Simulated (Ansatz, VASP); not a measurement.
**ZrC in VASP and in Ansatz**

```
Zr C
1.0
     0.00000    2.36500    2.36500
     2.36500    0.00000    2.36500
     2.36500    2.36500    0.00000
Zr C
1 1
Direct
  0.50000 0.50000 0.50000
  0.00000 0.00000 0.00000
```

Alike in both runs: task single point; functional PBEsol; k mesh 6 × 6 × 6; occupations gaussian, width 0.1 eV; no spin polarisation.

```csv
,VASP,Ansatz
version,VASP 6.6.1,Ansatz 0.2.0
potentials or method,"VASP PAW PBE potentials, release 64 (Zr_sv, C)","scalar-relativistic, plane waves, PAW"
plane-wave cutoff (eV),520,420
valence electrons in the cell,16,16
```

```csv
,VASP,Ansatz,Ansatz less VASP
gap on the k mesh at the Fermi level (eV),none,none,-
pressure (GPa),-8.1,-8.4,-0.35
```

A gap of «none» marks a metal or a gap that the smearing closes. With one functional, cell and mesh, what is left measures potentials, basis and numerics.

Caveats: the k mesh is coarse (spacing up to 0.38 Å⁻¹), so the values aren't converged; the PAW data sets were made with another functional, which shifts forces and pressure a little (VASP).
